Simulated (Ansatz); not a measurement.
Runs of Ansatz 0.2.0 on I. It takes space group Fmmm (No. 69, orthorhombic). Conventional cell: a = 4.384 Å, b = 4.731 Å, c = 7.820 Å, α = 90.00°, β = 90.00°, γ = 90.00°. I (site symmetry mmm) is surrounded by 4 I at 3.23 Å. 

```tsv
task	level	cell	k mesh	cutoff (eV)	smearing	basis error allowed	gap on the mesh (eV)	pressure (GPa)	relaxed volume (Å³/atom)
band structure	RPBE	as given	9 × 9 × 9	161	fermi-dirac 0.05 eV	0.001 eV/atom	-	1.8	-
relaxation of cell and atoms	PBEsol+D4	relaxed	9 × 9 × 9	-	fermi-dirac 0.05 eV	0.001 eV/atom	-	0.0	(a)
single point	PBE	as given	6 × 6 × 6	138	fermi-dirac 0.02 eV	0.003 eV/atom	none	(b)	-
single point	PBE	as given	9 × 9 × 9	161	gaussian 0.026 eV	0.001 eV/atom	none	0.5	-
relaxation of cell and atoms	PBE+D3(BJ)	relaxed	9 × 9 × 9	-	fermi-dirac 0.05 eV	0.001 eV/atom	-	0.0	37.45
band structure	PBEsol	as given	9 × 9 × 9	161	fermi-dirac 0.05 eV	0.001 eV/atom	-	-1.4	-
```

Alike in all rows: potentials or basis all-electron LAPW, scalar-relativistic; no spin polarisation.

Q: Estimate the missing entries.

A: (a) 34.87; (b) 0.6.

Caveats: an odd number of electrons without spin polarisation forces a metal (some runs); a magnetic or distorted state may lie lower (some runs); spin-orbit coupling is left out, which moves the levels of the heavy elements (some runs); the k mesh is thin for a metal, which can move the energy by tens of meV per atom (some runs).

A k mesh can miss the band edges, and the runs leave out spin-orbit coupling on I.

A gap of «none» marks a metal or a gap under the smearing width.
